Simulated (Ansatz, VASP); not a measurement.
Given: the input of a run of VASP 6.6.1 on SiC. The cell is a database's computed one, not the measured one.

The input INCAR:

```
  PREC = Accurate
  ENCUT = 600
  EDIFF = 1E-6
  ISMEAR = -1
  SIGMA = 0.05
  LREAL = F
  LASPH = T
  NELM = 60
  ALGO = Fast
  ISIF = 3
  LWAVE = F
  LCHARG = F
  GGA = PE
  IVDW = 12
  IBRION = 2
  NSW = 60
  EDIFFG = -0.01
```

File KPOINTS:

```
Automatic mesh
0
Gamma
  10 10 3
```

POSCAR

```
SiC
1.0
    3.0756941497      0.0000000000      0.0000000000
   -1.5378470748      2.6636292679      0.0000000000
    0.0000000000      0.0000000000     10.0706464800
Si C
4 4
Direct
    0.0000000000      0.0000000000      0.1878943800
    0.0000000000      0.0000000000      0.6878943800
    0.3333333333      0.6666666667      0.4378419800
    0.6666666667      0.3333333333      0.9378419800
    0.0000000000      0.0000000000      0.0004600500
    0.0000000000      0.0000000000      0.5004600500
    0.3333333333      0.6666666667      0.2498025900
    0.6666666667      0.3333333333      0.7498025900
```

Potentials or basis: VASP PAW PBE potentials, release 64 (Si, C).

Command:

```console
$ cat potpaw_PBE.64/Si/POTCAR potpaw_PBE.64/C/POTCAR > POTCAR
$ mpirun -np 1 vasp_std > vasp.out
```

**Question.** Translate it to Ansatz 0.2.0. Potentials or basis there: Ansatz PAW, cutoff 420 eV.

**Answer.** As run (cutoffs and basis follow the program's own potentials, and thresholds, step limits or extra output files can differ):

input.yaml

```yaml
crystal:
  lattice:
    - [3.0756941497, 0.0, 0.0]
    - [-1.5378470748, 2.6636292679, 0.0]
    - [0.0, 0.0, 10.07064648]
  atoms:
    - { symbol: Si, position: [0.0, 0.0, 0.18789438] }
    - { symbol: Si, position: [0.0, 0.0, 0.68789438] }
    - { symbol: Si, position: [0.3333333333, 0.6666666667, 0.43784198] }
    - { symbol: Si, position: [0.6666666667, 0.3333333333, 0.93784198] }
    - { symbol: C, position: [0.0, 0.0, 0.00046005] }
    - { symbol: C, position: [0.0, 0.0, 0.50046005] }
    - { symbol: C, position: [0.3333333333, 0.6666666667, 0.24980259] }
    - { symbol: C, position: [0.6666666667, 0.3333333333, 0.74980259] }
hamiltonian:
  xc: pbe
  pseudopotentials: { kind: paw }
  dispersion: d3bj
kpoints:
  mp_grid: { grid: [10, 10, 3] }
scf:
  occupations: { method: fermi_dirac, width: 0.05 }
output:
  forces: true
  stress: true
relax:
  f_tol: 0.01
  max_steps: 40
  cell: { stress_tol: 0.05 }
```

Potentials or basis: Ansatz PAW.

The run is started by

```console
$ ansatz run input.yaml --threads 4 --pin off --max-ram 11264MiB --backend cpu --events-out ev --progress --plain --runs-dir out
```

Both were run:

|  | VASP | Ansatz |
| --- | --- | --- |
| Relaxed volume | 10.27 Å³/atom | 10.28 Å³/atom |
| Relaxed cell | a = 3.071 Å, b = 3.071 Å, c = 10.054 Å, α = 90.00°, β = 90.00°, γ = 120.00° | a = 3.072 Å, b = 3.072 Å, c = 10.057 Å, α = 90.00°, β = 90.00°, γ = 120.00° |
| Space group after relaxing | P6_3mc (No. 186) | P6_3mc (No. 186) |
| Pressure after relaxing | 0.0 GPa | 0.0 GPa |

Ansatz's pressure holds a Pulay term of +0.29 GPa for its cutoff of 420 eV, which the other run lacks.

Where Ansatz's input types no cutoff or centring, it takes its own default and a Γ-centred mesh.

Pressure is positive in compression.
